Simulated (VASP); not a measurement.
Here is a VASP 6.6.1 calculation.

File INCAR:

```
SYSTEM = CdS
  PREC = Accurate
  ENCUT = 520
  EDIFF = 1E-6
  ISMEAR = -1
  SIGMA = 0.05
  LREAL = .False.
  LASPH = .True.
  NELM = 60
  ALGO = Normal
  ISIF = 2
  LWAVE = .False.
  LCHARG = .False.
  GGA = PS
  NBANDS = 16
```

KPOINTS

```
regular mesh
0
Gamma
  6 6 6
  0 0 0
```

POSCAR

```
CdS
1.0
    0.0000000000      2.7532440000      2.7532440000
    2.7532440000      0.0000000000      2.7532440000
    2.7532440000      2.7532440000      0.0000000000
Cd S
1 1
Direct
    0.0000000000      0.0000000000      0.0000000000
    0.5000000000      0.5000000000      0.5000000000
```

KPOINTS_OPT

```
path GXWKGLUWLK,UX
20
line-mode
reciprocal
 0.0000000000  0.0000000000  0.0000000000  G
 0.5000000000  0.0000000000  0.5000000000  X

 0.5000000000  0.0000000000  0.5000000000  X
 0.5000000000  0.2500000000  0.7500000000  W

 0.5000000000  0.2500000000  0.7500000000  W
 0.3750000000  0.3750000000  0.7500000000  K

 0.3750000000  0.3750000000  0.7500000000  K
 0.0000000000  0.0000000000  0.0000000000  G

 0.0000000000  0.0000000000  0.0000000000  G
 0.5000000000  0.5000000000  0.5000000000  L

 0.5000000000  0.5000000000  0.5000000000  L
 0.6250000000  0.2500000000  0.6250000000  U

 0.6250000000  0.2500000000  0.6250000000  U
 0.5000000000  0.2500000000  0.7500000000  W

 0.5000000000  0.2500000000  0.7500000000  W
 0.5000000000  0.5000000000  0.5000000000  L

 0.5000000000  0.5000000000  0.5000000000  L
 0.3750000000  0.3750000000  0.7500000000  K

 0.6250000000  0.2500000000  0.6250000000  U
 0.5000000000  0.0000000000  0.5000000000  X
```

Potentials or basis: VASP PAW PBE potentials, release 64 (Cd, S).

The run is started by

```sh
$ cat potpaw_PBE.64/Cd/POTCAR potpaw_PBE.64/S/POTCAR > POTCAR
$ mpirun -np 1 vasp_std > vasp.out
```

(1) What does it give for the band gap along the path?

(2) Predict the band gap on the k mesh.

(3) Estimate the pressure.

Answers

(1) 0.13 eV, indirect (least direct gap 1.42 eV).

(2) 0.14 eV, indirect (least direct gap 1.42 eV).

(3) -3.9 GPa.

Caveat: the PAW data sets were made with another functional, which shifts forces and pressure a little.
